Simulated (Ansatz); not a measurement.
# Ta (Im-3m) in Ansatz: a series of runs, part 2 of 2

Ansatz 0.2.0. Earlier steps stand in the parts before.

## 4. Relaxation of cell and atoms, PBE

File input.yaml:

```yaml
crystal:
  lattice:
    - [-1.65128, 1.65128, 1.65128]
    - [1.65128, -1.65128, 1.65128]
    - [1.65128, 1.65128, -1.65128]
  atoms:
    - { symbol: Ta, position: [0.0, 0.0, 0.0] }
kpoints:
  mp_grid: { grid: [11, 11, 11] }
scf:
  occupations: { method: fermi_dirac, width: 0.05 }
hamiltonian:
  xc: pbe
  pseudopotentials: { kind: all_electron, lapw: { basis_error: 0.001 } }
output:
  forces: true
  stress: true
relax:
  f_tol: 0.01
  max_steps: 60
  cell: {}
```

Potentials or basis: all-electron LAPW, scalar-relativistic.

Started as:

```
> ansatz run input.yaml --threads 1 --pin off --max-ram 3072MiB --backend cpu --events-out ev --progress --plain --runs-dir out
```

Output:

```text
Warning: RAYON_NUM_THREADS=1 ignored (pool sized by the plan → 1); use --threads N
The last accepted step is kept in <dir> (removed where the run ends without a failure and the disk answers)
LAPW: plane waves up to 8.632 Å⁻¹, error target 1.0e-3 eV per atom; small_component_spin mean_spin; Ta in spheres of 1.387 Å, 43 of its electrons in bands, Dirac shells [] (how accurate: hamiltonian.pseudopotentials.lapw.basis_error, Limitations)
Engine: ansatz 0.2.0, aarch64-unknown-linux-gnu
Pseudopotentials: kind: all_electron
Pseudopotential: Ta, LAPW, valence charge 43, lapw/all_electron/scalar/gaussian/Ta, Koelling and Harmon's equation, gaussian nucleus
Functional definition: PBE
  parameter kappa = 0.804
  parameter beta = 0.06672455060314922
  exchange = pbe_x(kappa = kappa, mu = beta*pi^2/3)
  correlation = pbe_c(beta = beta)
Crystal: 1 atoms, lattice volume = 18.010 Å³
Basis set: ecut = 283.87718031045114 eV, 201 PW (Γ), exchange–correlation at level 2
Bands: 26, of which v1, the nominal top of the filled ones, is band 22 counted from 1 (21 counted from 0)
Symmetry: 48 space group operations
Space group: Im-3m (ITA 229), of the structure as read, at distance tolerance 2.6e-5 Å
k-points: 56 of 1331
Non-local potential: Ta, projectors of the file, none
Initial density: superposition of atomic densities (chi_scale 0.1, normalization cell)
Initial wavefunctions: plane waves of lowest kinetic energy (no species holds an atomic orbital)
Functional: x = pbe(κ = 0.804, μ = 0.2195149727645171), c = pbe(β = 0.06672455060314922)
iter 1 solved again at ethr=2.42e-4 eV; its pass at ethr=1.00e-1 eV (dr2=1.04e-1 eV) is discarded
SCF iter   1: F=—  HF=-424569.248870 eV  |F-HF|=—  |Δ(HF+E_count)|=         —  Δρ=2.85e-2  dr2=1.04e-1  ethr=2.42e-4  ⟨swp⟩=2.8  Hψ=8975  notcnv=0
preconditioner: auto → Kerker (q_TF=auto, 3.154 Å⁻¹)  [metal: Δε(μ)=0.042 eV  Ē_g=24.528 eV  σ=0.050 eV  W_gap=0.20  n_scr=12 (ndim 8)  ℏωp=43.7 eV  f_vac=0.000  D(μ)=1.22/eV (n_scr^D=12)]
SCF iter   2: F=—  HF=-424569.127987 eV  |F-HF|=—  |Δ(HF+E_count)|=   1.21e-1  Δρ=1.53e-2  dr2=3.45e-2  ethr=2.42e-4  ⟨swp⟩=2.0  Hψ=4592  notcnv=0
SCF iter   3: F=—  HF=-424569.115672 eV  |F-HF|=—  |Δ(HF+E_count)|=   1.23e-2  Δρ=1.05e-2  dr2=1.85e-2  ethr=8.02e-5  ⟨swp⟩=2.0  Hψ=4346  notcnv=0
SCF iter   4: F=—  HF=-424569.110733 eV  |F-HF|=—  |Δ(HF+E_count)|=         —  Δρ=5.69e-3  dr2=6.37e-3  ethr=4.31e-5  ⟨swp⟩=2.0  Hψ=4283  notcnv=0
the basis was enlarged: its passes take 269.4 KiB over the memory plan, 1 of 1 planned eigensolver slots
iter 5 solved again at ethr=9.14e-7 eV; its pass at ethr=1.48e-5 eV (dr2=3.93e-4 eV) is discarded
SCF iter   5: F=—  HF=-424569.111426 eV  |F-HF|=—  |Δ(HF+E_count)|=   6.92e-4  Δρ=1.42e-3  dr2=3.92e-4  ethr=9.14e-7  ⟨swp⟩=2.0  Hψ=7293  notcnv=0
SCF iter   6: F=—  HF=-424569.111465 eV  |F-HF|=—  |Δ(HF+E_count)|=   3.95e-5  Δρ=3.57e-4  dr2=1.28e-5  ethr=9.12e-7  ⟨swp⟩=2.0  Hψ=4345  notcnv=0
SCF iter   7: F=—  HF=-424569.111467 eV  |F-HF|=—  |Δ(HF+E_count)|=   1.88e-6  Δρ=5.29e-5  dr2=2.62e-7  ethr=2.98e-8  ⟨swp⟩=2.0  Hψ=4345  notcnv=0
SCF iter   8: F=-424569.111467 eV  HF=-424569.111467 eV  |F-HF|=1.05e-9  |Δ(HF+E_count)|=   5.29e-8  Δρ=6.24e-6  dr2=2.28e-9  ethr=6.10e-10  ⟨swp⟩=2.9  Hψ=4409  notcnv=0
SCF 1 converged in 8 iterations: F = -424569.111467 eV  dr2 = 2.28e-9
relax step   1: F+E_penalty+E_count = -424569.11146704 eV  Δ(F+E_penalty+E_count) = +0.000e0 eV  max|allowed force component| = 0.000e0 eV/Å  Δτ_max = 0.0000 Å  P = +2.533 GPa  Ω = 18.010 Å³  (8 SCF iters, accepted)
Crystal: 1 atoms, lattice volume = 18.926 Å³
Basis set: ecut = 274.64089549514955 eV, 201 PW (Γ), exchange–correlation at level 2
Initial density: handed on by an earlier stage of this run
[... 11 lines left out ...]
relax step   2: F+E_penalty+E_count = -424569.09875574 eV  Δ(F+E_penalty+E_count) = +1.271e-2 eV  max|allowed force component| = 0.000e0 eV/Å  Δτ_max = 0.0000 Å  P = -6.593 GPa  Ω = 18.926 Å³  (6 SCF iters, rejected (line search))
Crystal: 1 atoms, lattice volume = 18.256 Å³
Basis set: ecut = 281.32864936918116 eV, 201 PW (Γ), exchange–correlation at level 2
iter 1 solved again at ethr=4.35e-7 eV; its pass at ethr=1.00e-1 eV (dr2=1.87e-4 eV) is discarded
SCF iter   1: F=—  HF=-424569.113536 eV  |F-HF|=—  |Δ(HF+E_count)|=         —  Δρ=1.15e-3  dr2=1.93e-4  ethr=4.35e-7  ⟨swp⟩=4.4  Hψ=7949  notcnv=0
preconditioner: auto → Kerker (q_TF=auto, 3.147 Å⁻¹)  [metal: Δε(μ)=0.064 eV  Ē_g=25.165 eV  σ=0.050 eV  W_gap=0.30  n_scr=12 (ndim 8)  ℏωp=43.5 eV  f_vac=0.000  D(μ)=1.02/eV (n_scr^D=12)]
SCF iter   2: F=—  HF=-424569.113312 eV  |F-HF|=—  |Δ(HF+E_count)|=   2.24e-4  Δρ=6.39e-4  dr2=6.94e-5  ethr=4.35e-7  ⟨swp⟩=2.0  Hψ=4345  notcnv=0
SCF iter   3: F=—  HF=-424569.113272 eV  |F-HF|=—  |Δ(HF+E_count)|=   3.97e-5  Δρ=2.77e-4  dr2=1.62e-5  ethr=1.61e-7  ⟨swp⟩=2.0  Hψ=4345  notcnv=0
SCF iter   4: F=—  HF=-424569.113271 eV  |F-HF|=—  |Δ(HF+E_count)|=   7.11e-7  Δρ=9.00e-5  dr2=1.83e-6  ethr=3.77e-8  ⟨swp⟩=2.0  Hψ=4345  notcnv=0
iter 5 solved again at ethr=8.47e-11 eV; its pass at ethr=4.27e-9 eV (dr2=3.64e-8 eV) is discarded
SCF iter   5: F=-424569.113272 eV  HF=-424569.113272 eV  |F-HF|=4.89e-9  |Δ(HF+E_count)|=   2.10e-7  Δρ=1.70e-5  dr2=3.64e-8  ethr=8.47e-11  ⟨swp⟩=2.0  Hψ=7346  notcnv=0
SCF 3 converged in 5 iterations: F = -424569.113272 eV  dr2 = 3.64e-8
relax step   3: F+E_penalty+E_count = -424569.11327156 eV  Δ(F+E_penalty+E_count) = -1.805e-3 eV  max|allowed force component| = 0.000e0 eV/Å  Δτ_max = 0.0000 Å  P = -0.144 GPa  Ω = 18.256 Å³  (5 SCF iters, accepted)
Crystal: 1 atoms, lattice volume = 18.242 Å³
Basis set: ecut = 281.46609257717756 eV, 201 PW (Γ), exchange–correlation at level 2
iter 1 solved again at ethr=3.54e-12 eV; its pass at ethr=1.00e-1 eV (dr2=1.52e-9 eV) is discarded
SCF iter   1: F=—  HF=-424569.113278 eV  |F-HF|=—  |Δ(HF+E_count)|=         —  Δρ=1.95e-5  dr2=5.31e-8  ethr=8.63e-12 (applied; sched 3.54e-12)  ⟨swp⟩=5.9  Hψ=8611  notcnv=0
preconditioner: auto → Kerker (q_TF=auto, 3.147 Å⁻¹)  [metal: Δε(μ)=0.057 eV  Ē_g=25.157 eV  σ=0.050 eV  W_gap=0.27  n_scr=12 (ndim 8)  ℏωp=43.5 eV  f_vac=0.000  D(μ)=1.03/eV (n_scr^D=12)]
SCF iter   2: F=-424569.113278 eV  HF=-424569.113278 eV  |F-HF|=1.88e-8  |Δ(HF+E_count)|=   9.05e-8  Δρ=9.65e-6  dr2=1.57e-8  ethr=6.65e-12 (applied; sched 3.54e-12)  ⟨swp⟩=3.0  Hψ=4489  notcnv=0
SCF 4 converged in 2 iterations: F = -424569.113278 eV  dr2 = 1.57e-8
relax step   4: F+E_penalty+E_count = -424569.11327771 eV  Δ(F+E_penalty+E_count) = -6.150e-6 eV  max|allowed force component| = 0.000e0 eV/Å  Δτ_max = 0.0000 Å  P = -0.004 GPa  Ω = 18.242 Å³  (2 SCF iters, accepted)
iter 1 solved again at ethr=3.27e-11 eV; its pass at ethr=1.00e-1 eV (dr2=1.40e-8 eV) is discarded
SCF iter   1: F=—  HF=-424569.113278 eV  |F-HF|=—  |Δ(HF+E_count)|=         —  Δρ=9.20e-6  dr2=1.19e-8  ethr=3.27e-11  ⟨swp⟩=6.0  Hψ=9275  notcnv=0
preconditioner: auto → Kerker (q_TF=auto, 3.147 Å⁻¹)  [metal: Δε(μ)=0.057 eV  Ē_g=25.156 eV  σ=0.050 eV  W_gap=0.27  n_scr=12 (ndim 8)  ℏωp=43.5 eV  f_vac=0.000  D(μ)=1.03/eV (n_scr^D=12)]
SCF iter   2: F=-424569.113278 eV  HF=-424569.113278 eV  |F-HF|=3.61e-9  |Δ(HF+E_count)|=   2.74e-9  Δρ=5.37e-6  dr2=4.79e-9  ethr=2.77e-11  ⟨swp⟩=2.0  Hψ=4345  notcnv=0
SCF 5 converged in 2 iterations: F = -424569.113278 eV  dr2 = 4.79e-9
relax step   5: F+E_penalty+E_count = -424569.11327770 eV  Δ(F+E_penalty+E_count) = +4.366e-9 eV  max|allowed force component| = 0.000e0 eV/Å  Δτ_max = 0.0000 Å  P = -0.003 GPa  Ω = 18.242 Å³  stress off target by 3.45e-3 GPa  SCF on the basis re-selected at this cell (its energy is not comparable with the rows above)  (2 SCF iters)
basis re-selected at this cell: Δ(F+E_penalty+E_count) = +4.366e-9 eV, ΔP = +0.001 GPa vs the last step (what re-selecting the basis moved, after the strain that the cell walked since its last selection, with what the two solves' SCF thresholds leave and, on support functions, any second-order correction that the steps lacked; it is no measure of the basis error at this ecutwfc). This SCF's stress stands 3.45e-3 GPa from its target on what of the cell is left free (relax.cell.stress_tol is 5.00e-2 GPa) and its largest allowed force component is 0.00e0 eV/Å (relax.f_tol is 1.00e-2 eV/Å): within both
SCF converged after 2 iterations
Free energy (F): -424569.113278 eV
Harris-Foulkes:  -424569.113278 eV  (|F-HF|=3.61e-9)
Internal energy: -424569.104228 eV  (E = F + TS)
E sigma→0 (E₀):  -424569.108753 eV
Entropy (-TS):   -0.009049 eV (-9.049 meV/atom)
Fermi energy:    24.453379 eV
--- Per-component energies (eV) ---
  E_band       = -4084.662775
  E_kinetic    = 473934.803416
  E_xc         = -8623.468059
  E_electrostatic = -889880.439585  (all electrons and nuclei)
  E_smearing   = -0.009049  (= −TS)
  E_closure    = 0.000000  (closes the sum)
  E_atoms      = -424559.369556  (free atoms, spherical and without spin; not in F)
  Σ components = -424569.113278   (vs F -424569.113278, Δ=0.00e0)
  Basis errors (estimates in eV, not in F): energy 2.7e-4 per atom: plane waves 2.3e-4 (1.2e-4 summed), levels above the bands 2.3e-85, relativity 6.1e-8, radial functions 4.1e-5, core shells 3.0e-8; eigenvalues (radial functions only) 1.2e-6; not estimated: angular momenta, meshes, grids; target (lapw.basis_error) 1.0e-3; muffin-tin radii Ta 1.393 Å
--- Forces (eV/Å), atoms counted from 1 ---
  atom   1  Ta    -0.00000000    -0.00000000    -0.00000000
  max |Σ_I F_I| component: 6.57e-32 eV/Å
--- Stress (GPa, compression-positive) ---
       -0.003451      -0.000000       0.000000
       -0.000000      -0.003451      -0.000000
        0.000000      -0.000000      -0.003451
  P = ⅓ Tr σ = -0.0035 GPa (-0.035 kbar)
--- Relaxed structure (4 steps of the walk, 3 accepted, 1 SCFs on fresh bases) ---
  F+E_penalty+E_count = -424569.11327770 eV   max|allowed force component| = 0.000e0 eV/Å   (the final SCF, on the basis selected at the relaxed cell)
  cell:  # Å, volume = 18.2423 Å³
    - [-1.6583374948106993, 1.6583374948106993, 1.6583374948106993]
    - [1.6583374948106993, -1.6583374948106993, 1.6583374948106993]
    - [1.6583374948106993, 1.6583374948106993, -1.6583374948106993]
  atoms:
    - { symbol: Ta, position: [0.0, 0.0, 0.0] }
```

Wall time 25 s (1 thread of Arm Neoverse V1, shared host); peak memory 0.29 GiB.

What came out:

* Free energy: -424569.1133 eV
* Relaxed volume: 18.24 Å³/atom
* Relaxed cell: a = 2.872 Å, b = 2.872 Å, c = 2.872 Å, α = 109.47°, β = 109.47°, γ = 109.47°
* Space group after relaxing (to 0.05 Å): Im-3m (No. 229)
* Energy gained by relaxing: 1.8 meV/atom
* Ionic steps: 4
* Pressure after relaxing: 0.0 GPa

Step by step:
| step | energy change (eV) | largest force (eV/Å) | volume (Å³) |
| --- | --- | --- | --- |
| 1 | 0.0000 | 0.0000 | 18.01 |
| 2 | -0.0018 | 0.0000 | 18.26 |
| 3 | -0.0018 | 0.0000 | 18.24 |
| 4 | -0.0018 | 0.0000 | 18.24 |

Final structure:
```
Ta
1.0
    -1.65834    1.65834    1.65834
     1.65834   -1.65834    1.65834
     1.65834    1.65834   -1.65834
Ta
1
Direct
  0.00000 0.00000 0.00000
```

Spin-orbit coupling is left out, which matters for the levels of Ta. Zero-point motion and thermal expansion aren't in these numbers.

## 5. Relaxation of cell and atoms, PBEsol

Edit input.yaml of step 4 so:

```diff
@@ -12,3 +12,3 @@
 hamiltonian:
-  xc: pbe
+  xc: pbesol
   pseudopotentials: { kind: all_electron, lapw: { basis_error: 0.001 } }
@@ -18,3 +18,3 @@
 relax:
-  f_tol: 0.01
+  f_tol: 0.005
   max_steps: 60
```

Started as:

```
> ansatz run input.yaml --threads 1 --pin off --max-ram 3072MiB --backend cpu --events-out ev --progress --plain --runs-dir out
```

Wall time 26 s (1 thread of Arm Neoverse V1, shared host); peak memory 0.29 GiB.

It converged, with:

- Free energy: -424443.3879 eV
- Relaxed volume: 17.62 Å³/atom
- Relaxed cell: a = 2.839 Å, b = 2.839 Å, c = 2.839 Å, α = 109.47°, β = 109.47°, γ = 109.47°
- Space group after relaxing (to 0.05 Å): Im-3m (No. 229)
- Energy gained by relaxing: 5.4 meV/atom
- Ionic steps: 4
- Pressure after relaxing: 0.0 GPa

The path:
```csv
step,energy change (eV),largest force (eV/Å),volume (Å³)
1,0.0000,0.0000,18.01
2,-0.0054,0.0000,17.66
3,-0.0054,0.0000,17.62
4,-0.0054,0.0000,17.62
```

Final structure:
```yaml
crystal:
  lattice:
    - [-1.63931, 1.63931, 1.63931]
    - [1.63931, -1.63931, 1.63931]
    - [1.63931, 1.63931, -1.63931]
  atoms:
    - { symbol: Ta, position: [0.00000, 0.00000, 0.00000] }
```

## 6. Overview

| task | level | cell | k mesh | cutoff (eV) | smearing | basis error allowed | mesh quality | pressure (GPa) | relaxed volume (Å³/atom) |
| --- | --- | --- | --- | --- | --- | --- | --- | --- | --- |
| single point | PBE | as given | 4 × 4 × 4 | 241 | fermi-dirac 0.06 eV | 0.002 eV/atom | coarse | 3.1 | - |
| relaxation of cell and atoms | BLYP+D4 | relaxed | 11 × 11 × 11 | - | fermi-dirac 0.05 eV | 0.001 eV/atom | not flagged | 0.0 | 18.32 |
| relaxation of cell and atoms | PBE | relaxed | 11 × 11 × 11 | - | fermi-dirac 0.05 eV | 0.001 eV/atom | not flagged | 0.0 | 18.24 |
| relaxation of cell and atoms | PBEsol | relaxed | 11 × 11 × 11 | - | fermi-dirac 0.05 eV | 0.001 eV/atom | not flagged | 0.0 | 17.62 |

Alike in all rows: potentials or basis all-electron LAPW, scalar-relativistic; no spin polarisation.

Caveats: some runs use coarse meshes; the k mesh is thin for a metal, which can move the energy by tens of meV per atom (some runs).

Compare energies only between runs with the same functional and basis.
